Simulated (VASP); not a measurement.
Crystal: Li2S.

```xyz
3
Lattice="0.0000 2.8264 2.8264 2.8264 0.0000 2.8264 2.8264 2.8264 0.0000" Properties=species:S:1:pos:R:3 pbc="T T T"
Li    4.2395    4.2395    4.2395
Li    1.4132    1.4132    1.4132
S     0.0000    0.0000    0.0000
```

The cell comes from a database or a generator and needn't be the stable form of this composition.

Base run:

| Property | Result |
| --- | --- |
| Program | VASP 6.6.1 |
| Functional | r2SCAN |
| Potentials or basis | VASP PAW PBE potentials, release 64 (Li_sv, S) |
| Cutoff | 520 eV |
| k mesh | 8 × 8 × 8 |
| Occupations | gaussian, width 0.02 eV |
| Spin | no spin polarisation |

Its results: band gap on the k mesh 3.85 eV, indirect (least direct gap 5.16 eV).

Question: The run is repeated on the same cell with these changes: functional from r2SCAN to PBEsol; cutoff from 520 eV to 700 eV. What comes out?

Answer: Band gap on the k mesh 3.20 eV, indirect (least direct gap 4.22 eV).

r2SCAN gives the wider gap, since meta-GGAs in the generalised Kohn-Sham scheme recover part of the derivative discontinuity.

A k mesh can miss the band edges.

Not every run made on this cell is shown here.
